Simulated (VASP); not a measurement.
# Ba (Fm-3m) in VASP: further runs, part 3 of 3

VASP 6.6.1.

## (5) Single point, LDA (functional LDA, strained and moved within the space group)

INCAR reads:

```
SYSTEM = Ba
PREC = Accurate
ENCUT = 520
EDIFF = 1E-7
ISMEAR = 0
SIGMA = 0.1
LREAL = .FALSE.
LASPH = .TRUE.
NELM = 60
ALGO = Fast
ISIF = 2
LWAVE = .FALSE.
LCHARG = .FALSE.
NBANDS = 11
```

KPOINTS reads:

```
regular mesh
0
G
  12 12 12
  0 0 0
```

POSCAR reads:

```
Ba
1.0
    0.0000000000      3.3782965612      3.3782965612
    3.3782965612      0.0000000000      3.3782965612
    3.3782965612      3.3782965612      0.0000000000
Ba
1
Direct
    0.0000000000      0.0000000000      0.0000000000
```

Potentials or basis: VASP PAW LDA potentials, release 64 (Ba_sv).

On the command line:

```sh
> cat potpaw_LDA.64/Ba_sv/POTCAR > POTCAR
> mpirun -np 1 vasp_std > vasp.out
```

OUTCAR:

```text
SYSTEM = Ba
   PREC = Accurate
   ENCUT = 520
   EDIFF = 1E-7
   ISMEAR = 0
   LREAL = .FALSE.
   LASPH = .TRUE.
   NELM = 60
   ISIF = 2

 ion  position               nearest neighbor table
   1  0.000  0.000  0.000-

  LATTYP: Found a face centered cubic cell.
 ALAT       =     6.7565931224

  Lattice vectors:

 A1 = (   0.0000000000,   3.3782965612,   3.3782965612)
 A2 = (   3.3782965612,   0.0000000000,   3.3782965612)
 A3 = (   3.3782965612,   3.3782965612,   0.0000000000)

Analysis of symmetry for initial positions (statically):
=====================================================================
 Subroutine PRICEL returns:
 Original cell was already a primitive cell.

 Routine SETGRP: Setting up the symmetry group for a
 face centered cubic supercell.

 Subroutine GETGRP returns: Found 48 space group operations
 (whereof 48 operations were pure point group operations)
 out of a pool of 48 trial point group operations.

The static configuration has the point symmetry O_h .

Analysis of symmetry for dynamics (positions and initial velocities):
=====================================================================
 Subroutine PRICEL returns:
 Original cell was already a primitive cell.

 Routine SETGRP: Setting up the symmetry group for a
 face centered cubic supercell.

 Subroutine GETGRP returns: Found 48 space group operations
 (whereof 48 operations were pure point group operations)
 out of a pool of 48 trial point group operations.

The dynamic configuration has the point symmetry O_h .

 Subroutine INISYM returns: Found 48 space group operations
 (whereof 48 operations are pure point group operations),
 and found     1 'primitive' translations

----------------------------------------------------------------------------------------

                                     Primitive cell

  volume of cell :      77.1122

  direct lattice vectors                    reciprocal lattice vectors
     0.000000000  3.378296561  3.378296561    -0.148003584  0.148003584  0.148003584
     3.378296561  0.000000000  3.378296561     0.148003584 -0.148003584  0.148003584
     3.378296561  3.378296561  0.000000000     0.148003584  0.148003584 -0.148003584

  length of vectors
     4.777632815  4.777632815  4.777632815     0.256349728  0.256349728  0.256349728

  position of ions in fractional coordinates (direct lattice)
     0.000000000  0.000000000  0.000000000

  ion indices of the primitive-cell ions
   primitive index   ion index
                 1           1

----------------------------------------------------------------------------------------

 KPOINTS: regular mesh

Automatic generation of k-mesh.
 Grid dimensions read from file:
 generate k-points for:   12   12   12

 Generating k-lattice:

  Cartesian coordinates                     Fractional coordinates (reciprocal lattice)
    -0.012333632  0.012333632  0.012333632     0.083333333  0.000000000  0.000000000
     0.012333632 -0.012333632  0.012333632     0.000000000  0.083333333  0.000000000
     0.012333632  0.012333632 -0.012333632     0.000000000  0.000000000  0.083333333

  Length of vectors
     0.021362477  0.021362477  0.021362477

  Shift w.r.t. Gamma in fractional coordinates (k-lattice)
     0.000000000  0.000000000  0.000000000

 Subroutine IBZKPT returns following result:
 ===========================================

 Found     72 irreducible k-points:

 Following reciprocal coordinates:
            Coordinates               Weight
  0.000000  0.000000  0.000000      1.000000
  0.083333  0.000000  0.000000      8.000000
  0.166667  0.000000  0.000000      8.000000
  0.250000  0.000000  0.000000      8.000000
  0.333333  0.000000  0.000000      8.000000
  0.416667  0.000000  0.000000      8.000000
[... 16 lines left out ...]
  0.500000  0.166667  0.000000     24.000000
 -0.416667  0.166667  0.000000     24.000000
 [... further k-points ...]
   k-points           NKPTS =     72   k-points in BZ     NKDIM =     72   number of bands    NBANDS=     11
   number of dos      NEDOS =    301   number of ions     NIONS =      1
   total plane-waves  NPLWV =  46656
   dimension x,y,z NGX =    36 NGY =   36 NGZ =   36
   dimension x,y,z NGXF=    72 NGYF=   72 NGZF=   72
   ions per type =               1
   NGX,Y,Z   is equivalent  to a cutoff of  12.53, 12.53, 12.53 a.u.
   NGXF,Y,Z  is equivalent  to a cutoff of  25.05, 25.05, 25.05 a.u.
 SYSTEM =  Ba
   PREC   = accura    normal or accurate (medium, high low for compatibility)
   ISTART =      0    job   : 0-new  1-cont  2-samecut
   ICHARG =      2    charge: 1-file 2-atom 10-const
   ISPIN  =      1    spin polarized calculation?
   LNONCOLLINEAR =      F non collinear calculations
   LSORBIT =      F    spin-orbit coupling
   LASPH  =      T    aspherical Exc in radial PAW
   ENCUT  =  520.0 eV  38.22 Ry    6.18 a.u.   8.88  8.88  8.88*2*pi/ulx,y,z
   NELM   =     60;   NELMIN=  2; NELMDL= -5     # of ELM steps
   EDIFF  = 0.1E-06   stopping-criterion for ELM
   LREAL  =      F    real-space projection
   EDIFFG = 0.1E-05   stopping-criterion for IOM
   NSW    =      0    number of steps for IOM
   IBRION =     -1    ionic relax: 0-MD 1-quasi-New 2-CG
   NFREE  =      0    steps in history (QN), initial steepest desc. (CG)
   ISIF   =      2    stress and relaxation
   ISYM   =      2    0-nonsym 1-usesym 2-fastsym
   POTIM  = 0.5000    time-step for ionic-motion
   TEBEG  =    0.0;   TEEND  =   0.0 temperature during run
   PSTRESS=    0.0 pullay stress
   NELECT =      10.0000    total number of electrons
   NUPDOWN=      -1.0000    fix difference up-down
   EMIN   =  10.00;   EMAX   =-10.00  energy-range for DOS
   EFERMI =   0.00;   METHOD = LEGACY
   ISMEAR =     0;   SIGMA  =   0.10  broadening in eV -4-tet -1-fermi 0-gaus
   EFERMI_NEDOS =   21; number of points for ismear=-14 and -15
   IALGO  =     68    algorithm
   IMIX   =      4    mixing-type and parameters
     AMIX     =   0.40;   BMIX     =  1.00
     AMIX_MAG =   1.60;   BMIX_MAG =  1.00
  volume/ion in A,a.u.               =      77.11       520.38
  Fermi-wavevector in a.u.,A,eV,Ry     =   0.828642  1.565907  9.342412  0.686648
  Thomas-Fermi vector in A             =   1.941053
   LORBIT       =      0    0 simple, 1 ext, 2 COOP (PROOUT), +10 PAW based schemes
   GGA     = CA    functional components
   LHFCALC =     F    Hartree Fock is set to
   AEXX    =    0.0000 exact exchange contribution
   IVDW    =     0    specifies the selected vdW correction
   LEPSILON=     F    determine dielectric tensor
   LRPA    =     F    only Hartree local field effects (RPA)
 non-spin polarized calculation
 RMM-DIIS sequential band-by-band and
 Gauss-broadening in eV      SIGMA  =   0.10
  energy-cutoff  :      520.00
  volume of cell :       77.11
 maximum number of plane-waves:      2120
   NGX = 17   NGY = 17   NGZ = 17

 number of electron      10.0000000 magnetization

 Free energy of the ion-electron system (eV)
  ---------------------------------------------------
  ext. energy  EPLUGINS =         0.00000000
  ---------------------------------------------------
  free energy    TOTEN  =        -2.05384132 eV

  energy without entropy =       -2.04435859  energy(sigma->0) =       -2.04909995

 E-fermi :   0.8958     XC(G=0):  -6.9854

 val. band max:        0.8917795506   @ k =  -0.3333   0.3333   0.1667
 cond. band min:       0.9129797627   @ k =  -0.2500   0.4167   0.1667
 fundamental gap:      0.0212002121
 Fermi energy:         0.8958299795

 k-point     1 :       0.0000    0.0000    0.0000
  band No.  band energies     occupation
      1     -28.3513      2.00000
      2     -13.3956      2.00000
      3     -13.3956      2.00000
      4     -13.3956      2.00000
      5      -1.7929      2.00000
      6       2.3564      0.00000
      7       2.3564      0.00000
      8       2.3564      0.00000
      9       3.5753      0.00000
     10       3.5753      0.00000
     11       6.4687      0.00000
[... 309 lines left out ...]
 k-point    24 :      -0.4167    0.1667    0.0000
  band No.  band energies     occupation
      1     -28.3337      2.00000
      2     -13.6097      2.00000
      3     -13.4712      2.00000
      4     -13.4370      2.00000
      5       0.2902      2.00000
      6       1.3032      0.00000
      7       1.9161      0.00000
      8       2.5552      0.00000
      9       4.2437      0.00000
     10       4.6635      0.00000
     11       5.3271      0.00000

 [... further k-points ...]

------------------------ aborting loop because EDIFF is reached ----------------------------------------

  FORCE on cell =-STRESS in cart. coord.  units (eV):
  Direction    XX          YY          ZZ          XY          YZ          ZX
  --------------------------------------------------------------------------------------
  -------------------------------------------------------------------------------------
  Total       -1.0037158     -1.0037158     -1.0037158     -0.0000000     -0.0000000      0.0000000
  in kB      -20.8544167    -20.8544167    -20.8544167     -0.0000000     -0.0000000      0.0000000
  external PRESSURE =     -20.8544167 kB  Pullay stress =       0.0000000 kB

 VOLUME and BASIS-vectors are now :
 -----------------------------------------------------------------------------
  energy-cutoff  :      520.00
  volume of cell :       77.11
      direct lattice vectors                 reciprocal lattice vectors
     0.000000000  3.378296561  3.378296561    -0.148003584  0.148003584  0.148003584
     3.378296561  0.000000000  3.378296561     0.148003584 -0.148003584  0.148003584
     3.378296561  3.378296561  0.000000000     0.148003584  0.148003584 -0.148003584

 POSITION                                       TOTAL-FORCE (eV/Angst)
 -----------------------------------------------------------------------------------
      0.00000      0.00000      0.00000         0.000000      0.000000      0.000000
 -----------------------------------------------------------------------------------
    total drift:                               -0.000000     -0.000000     -0.000000

  FREE ENERGIE OF THE ION-ELECTRON SYSTEM (eV)
  ---------------------------------------------------
  free  energy   TOTEN  =        -2.0538413158 eV

  energy  without entropy=       -2.0443585937  energy(sigma->0) =       -2.04909995
```

OSZICAR:

```text
N       E                     dE             d eps       ncg     rms          rms(c)
DAV:   1     0.568616938954E+02    0.56862E+02   -0.40142E+03  1584   0.728E+02
DAV:   2     0.119518051857E+01   -0.55667E+02   -0.54291E+02  1894   0.133E+02
DAV:   3    -0.192026460877E+01   -0.31154E+01   -0.30956E+01  2076   0.336E+01
DAV:   4    -0.205304429475E+01   -0.13278E+00   -0.13253E+00  2133   0.614E+00
DAV:   5    -0.205628163025E+01   -0.32373E-02   -0.32371E-02  2154   0.839E-01    0.141E+00
RMM:   6    -0.205461647318E+01    0.16652E-02   -0.28843E-03  1647   0.494E-01    0.843E-01
RMM:   7    -0.205371466150E+01    0.90181E-03   -0.65410E-03  1790   0.770E-01    0.403E-02
RMM:   8    -0.205382439158E+01   -0.10973E-03   -0.10865E-03  2285   0.146E-01    0.240E-02
RMM:   9    -0.205383750900E+01   -0.13117E-04   -0.10460E-04  2393   0.486E-02    0.125E-02
RMM:  10    -0.205384067151E+01   -0.31625E-05   -0.25891E-05  2425   0.264E-02    0.122E-03
RMM:  11    -0.205384127926E+01   -0.60775E-06   -0.43095E-06  2356   0.739E-03    0.211E-03
RMM:  12    -0.205384131584E+01   -0.36582E-07   -0.57287E-07  1866   0.366E-03
   1 F= -.20538413E+01 E0= -.20491000E+01  d E =-.948272E-02
```

stdout:

```text
POSCAR found type information on POSCAR Ba
 POSCAR found :  1 types and       1 ions
 scaLAPACK will be used
 LDA part: xc-table for (Slater(with rela. corr.)+CA(PZ))
 , standard interpolation
 POSCAR, INCAR and KPOINTS ok, starting setup
 FFT: planning ... GRIDC
 FFT: planning ... GRID_SOFT
 FFT: planning ... GRID
 WAVECAR not read
 entering main loop
WARNING in EDDRMM: call to ZHEGV failed, returncode =   6  3      9
WARNING in EDDRMM: call to ZHEGV failed, returncode =   6  3      9
WARNING in EDDRMM: call to ZHEGV failed, returncode =   8  4      7
```

Run time: 32 s. Hardware: 1 thread of AMD EPYC 9R45 (Zen 5), shared host; peak memory 0.18 GiB.

What came out:

| Quantity | Value |
| --- | --- |
| Free energy | -2.0538 eV |
| Pressure | -2.1 GPa |
| Band gap on the k mesh | none (metal or under the smearing width) |

Levels at points of the mesh, in eV from the Fermi level:
| k point | band 1 | band 2 | band 3 | band 4 | band 5 | band 6 | band 7 | band 8 | band 9 | band 10 |
| --- | --- | --- | --- | --- | --- | --- | --- | --- | --- | --- |
| (0.00, 0.00, 0.00) | -29.25 | -14.29 | -14.29 | -14.29 | -2.69 | 1.46 | 1.46 | 1.46 | 2.68 | 2.68 |
| (0.50, 0.00, 0.00) | -29.23 | -14.53 | -14.32 | -14.32 | -0.95 | 0.63 | 1.36 | 1.36 | 3.61 | 3.61 |
| (0.50, 0.50, 0.00) | -29.23 | -14.51 | -14.38 | -14.38 | -0.66 | -0.08 | 1.43 | 3.61 | 3.88 | 3.88 |

## (6) Single point, PBE (Ba replaced by Be, lengths x 0.668, strained and moved within the space group)

INCAR reads:

```
PREC = Accurate
ENCUT = 520
EDIFF = 1E-6
ISMEAR = 0
SIGMA = 0.1
LREAL = False
LASPH = True
NELM = 60
ALGO = Normal
ISIF = 2
LWAVE = False
LCHARG = False
GGA = PE
NBANDS = 7
```

KPOINTS reads:

```
Automatic mesh
0
Gamma
  16 16 16
```

POSCAR reads:

```
Be
1.0
    0.0000000000      2.2276715533      2.2276715533
    2.2276715533      0.0000000000      2.2276715533
    2.2276715533      2.2276715533      0.0000000000
Be
1
Direct
    0.0000000000      0.0000000000      0.0000000000
```

Potentials or basis: VASP PAW PBE potentials, release 64 (Be).

On the command line:

```sh
> cat potpaw_PBE.64/Be/POTCAR > POTCAR
> mpirun -np 1 vasp_std > vasp.out
```

Run time: 7.7 s. Hardware: 1 thread of AMD EPYC 9R45 (Zen 5), shared host; peak memory 0.11 GiB.

It converged, with:

| Property | Result |
| --- | --- |
| Free energy | -1.7875 eV |
| Pressure | -19.2 GPa |
| Band gap on the k mesh | none (metal or under the smearing width) |

Levels at points of the mesh, in eV from the Fermi level:
```csv
k point,band 1,band 2,band 3,band 4
"(0.00, 0.00, 0.00)",-6.19,8.59,8.59,8.59
"(0.50, 0.00, 0.00)",-1.55,-1.07,7.47,7.47
"(0.50, 0.50, 0.00)",-0.46,1.13,4.82,4.82
```

Caveat: so large a pressure means that the cell lies far from this level's equilibrium, or that cutoff or potentials fall short.

## (7) Single point, PBE (Ba replaced by Mg, lengths x 0.793, strained and moved within the space group)

INCAR reads:

```
SYSTEM = Mg
ALGO = Normal
EDIFF = 1E-7
ENCUT = 520
GGA = PE
ISIF = 2
ISMEAR = 0
LASPH = .True.
LCHARG = .False.
LREAL = .False.
LWAVE = .False.
NBANDS = 7
NELM = 60
PREC = Accurate
SIGMA = 0.1
```

KPOINTS reads:

```
k-points
0
Gamma
  6 6 6
  0 0 0
```

POSCAR reads:

```
Mg
1.0
    0.0000000000      2.6276957444      2.6276957444
    2.6276957444      0.0000000000      2.6276957444
    2.6276957444      2.6276957444      0.0000000000
Mg
1
Direct
    0.0000000000      0.0000000000      0.0000000000
```

Potentials or basis: VASP PAW PBE potentials, release 64 (Mg).

On the command line:

```sh
> cat potpaw_PBE.64/Mg/POTCAR > POTCAR
> mpirun -np 1 vasp_std > vasp.out
```

It took 3.1 s on 1 thread of AMD EPYC 9R45 (Zen 5), shared host; peak memory 0.12 GiB.

Results (log left out):

| Quantity | Value |
| --- | --- |
| Free energy | -1.0569 eV |
| Pressure | -5.4 GPa |
| Band gap on the k mesh | none (metal or under the smearing width) |

Levels at points of the mesh, in eV from the Fermi level:
| k point | band 1 | band 2 | band 3 | band 4 |
| --- | --- | --- | --- | --- |
| (0.00, 0.00, 0.00) | -5.28 | 9.68 | 9.68 | 9.68 |
| (0.50, 0.00, 0.00) | -1.42 | -1.08 | 8.16 | 8.16 |
| (0.50, 0.50, 0.00) | -0.10 | 0.25 | 4.86 | 4.86 |

## (8) The runs side by side

| task | level | potentials or basis | cell | k mesh | cutoff (eV) | gap on the mesh (eV) | pressure (GPa) |
| --- | --- | --- | --- | --- | --- | --- | --- |
| single point | PBE | VASP PAW PBE potentials, release 64 (Ba_sv) | Fm-3m, 63.85 Å³/atom | 12 × 12 × 12 | 520 | none | 0.1 |
| relaxation of cell and atoms | PBE | VASP PAW PBE potentials, release 64 (Ba_sv) | relaxed | 12 × 12 × 12 | 600 | none | 0.0 |
| single point | PBE | VASP PAW PBE potentials, release 64 (Ba_sv) | Fm-3m, 67.56 Å³/atom | 6 × 6 × 6 | 520 | none | -0.4 |
| single point | LDA | VASP PAW LDA potentials, release 64 (Ba_sv) | functional LDA, strained and moved within the space group | 12 × 12 × 12 | 520 | none | -2.1 |
| single point | PBE | VASP PAW PBE potentials, release 64 (Be) | Ba replaced by Be, lengths x 0.668, strained and moved within the space group | 16 × 16 × 16 | 520 | none | -19.2 |
| single point | PBE | VASP PAW PBE potentials, release 64 (Mg) | Ba replaced by Mg, lengths x 0.793, strained and moved within the space group | 6 × 6 × 6 | 520 | none | -5.4 |

Alike in all rows: no spin polarisation; smearing gaussian 0.1 eV.

Caveats: so large a pressure means that the cell lies far from this level's equilibrium, or that cutoff or potentials fall short (some runs).

Total energies depend on the potentials used, so only differences within one code and one set of settings carry meaning.
